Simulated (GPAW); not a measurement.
Tl:

```
Tl
1.0
     3.45600    0.00000    0.00000
    -1.72800    2.99298    0.00000
     0.00000    0.00000    5.52500
Tl
2
Direct
  0.66667 0.33333 0.75000
  0.33333 0.66667 0.25000
```

Base run:

| Item | Value |
| --- | --- |
| Program | GPAW 26.7.0 |
| Functional | LDA |
| Potentials or basis | the program's PAW data sets (release 1.2.1) made for this functional |
| Cutoff | 600 eV |
| Basis | pw |
| k mesh | 9 × 9 × 5 |
| Occupations | gaussian, width 0.1 eV |
| Spin | no spin polarisation |

Its results: pressure -1.9 GPa.

Problem. The run is repeated on the same cell with these changes: functional from LDA to revPBE; occupations from gaussian, width 0.1 eV to methfessel-paxton, width 0.2 eV. What comes out?

Solution. Pressure 4.5 GPa.

Caveats: this smearing can pin the Fermi level at a band edge (some runs).
